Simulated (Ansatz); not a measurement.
Structures of LiF: which is lowest?

Plane-wave DFT in Ansatz with scalar-relativistic PAW potentials, cutoff 420 eV, Γ-centred meshes chosen by cell and gap, Gaussian smearing with energies taken to zero width. Every cell was relaxed (cell and atoms) in a run of its own, within the symmetry of its start. Functional: PBE.

Relaxed structures (starts from databases or built by putting these elements on another compound's sites):
A. P6_3mc, 4 atoms in the computed cell, a = 3.125 Å, c = 4.904 Å; sites (symmetry × multiplicity) Li 3m. × 2, F 3m. × 2; start: database
B. P6/mmm, 6 atoms in the computed cell, a = 4.805 Å, c = 2.747 Å; sites (symmetry × multiplicity) Li mmm × 3, F -6m2 × 2 + 6/mmm × 1; start: built
C. Fm-3m, 2 atoms in the computed cell, a = 4.068 Å; sites (symmetry × multiplicity) Li m-3m × 4, F m-3m × 4; start: database
D. P6_3/mmc, 4 atoms in the computed cell, a = 2.830 Å, c = 4.877 Å; sites (symmetry × multiplicity) Li -3m. × 2, F -6m2 × 2; start: built
E. Pm-3m, 2 atoms in the computed cell, a = 2.560 Å; sites (symmetry × multiplicity) Li m-3m × 1, F m-3m × 1; start: built

Question: Rank them by energy. Could pressure change the order?

Answer:
```csv
structure,group,E − E(lowest) (meV/atom),V (Å³/atom),gap on mesh (eV)
A,P6_3mc,0.0,10.37,7.60
C,Fm-3m,7.1,8.42,8.83
D,P6_3/mmc,50,8.46,8.71
B,P6/mmm,257,9.15,5.74
E,Pm-3m,303,8.39,7.50
```

A is lowest, 7 meV/atom under C. C is denser by 1.95 Å³/atom, so pressure favours it: ΔE/ΔV, with ΔE in eV and 1 eV/Å³ = 160.2 GPa, gives about 0.6 GPa for equal enthalpy if both cells were rigid, a rough figure since the two compress differently. Other structures may lie lower than all of these, and vibrations aren't counted.